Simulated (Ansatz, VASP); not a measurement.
# CdF2: VASP beside Ansatz

INCAR

```
SYSTEM = CdF2
PREC = Accurate ; ENCUT = 520
EDIFF = 1E-6 ; ISMEAR = 0
SIGMA = 0.05 ; LREAL = .False.
LASPH = .True. ; NELM = 100
ALGO = Normal ; ISIF = 2
LWAVE = .False. ; LCHARG = .False.
GGA = PS ; NBANDS = 20
```

KPOINTS

```
regular mesh
0
Gamma
  8 8 8
  0 0 0
```

Contents of POSCAR:

```
CdF2
1.0
    0.0000000000      2.6670600000      2.6940000000
    2.7209400000      0.0000000000      2.6940000000
    2.7209400000      2.6670600000      0.0000000000
Cd F
1 2
Direct
    0.0000000000      0.0000000000      0.0000000000
    0.2500000000      0.2500000000      0.2500000000
    0.7500000000      0.7500000000      0.7500000000
```

Input for Ansatz:

```yaml
crystal:
  lattice:
    - [0.0, 2.66706, 2.694]
    - [2.72094, 0.0, 2.694]
    - [2.72094, 2.66706, 0.0]
  atoms:
    - { symbol: Cd, position: [0.0, 0.0, 0.0] }
    - { symbol: F, position: [0.25, 0.25, 0.25] }
    - { symbol: F, position: [0.75, 0.75, 0.75] }
basis:
  ecutwfc: 420
kpoints:
  mp_grid: { grid: [8, 8, 8] }
hamiltonian:
  xc: pbesol
scf:
  occupations: { method: gaussian, width: 0.05 }
output:
  forces: true
  stress: true
  eigenvalues: true
```

Change from the starting cell: strain +0.0100 x Voigt [1, -1, 0, 0, 0, 0], atoms carried along.

Alike in both runs: task single point; functional PBEsol; k mesh 8 × 8 × 8; occupations gaussian, width 0.05 eV; no spin polarisation.

|  | VASP | Ansatz |
| --- | --- | --- |
| version | VASP 6.6.1 | Ansatz 0.2.0 |
| potentials or method | VASP PAW PBE potentials, release 64 (Cd, F) | scalar-relativistic, plane waves, PAW |
| plane-wave cutoff (eV) | 520 | 420 |
| valence electrons in the cell | 26 | 34 |

VASP gave:

| Quantity | Value |
| --- | --- |
| gap on the k mesh at the Fermi level (eV) | 2.89 |
| least direct gap on the mesh (eV) | 3.36 |
| pressure (GPa) | 0.5 |
| largest component of the traceless stress (GPa) | 1.10 |

Q: Estimate Ansatz's values.

A: gap on the k mesh at the Fermi level (eV): 2.92; least direct gap on the mesh (eV): 3.39; pressure (GPa): -0.2; largest component of the traceless stress (GPa): 1.12.

The two sets of potentials don't hold the same shells in valence.

Caveats: the PAW data sets were made with another functional, which shifts forces and pressure a little (VASP). A k mesh can miss the band edges.
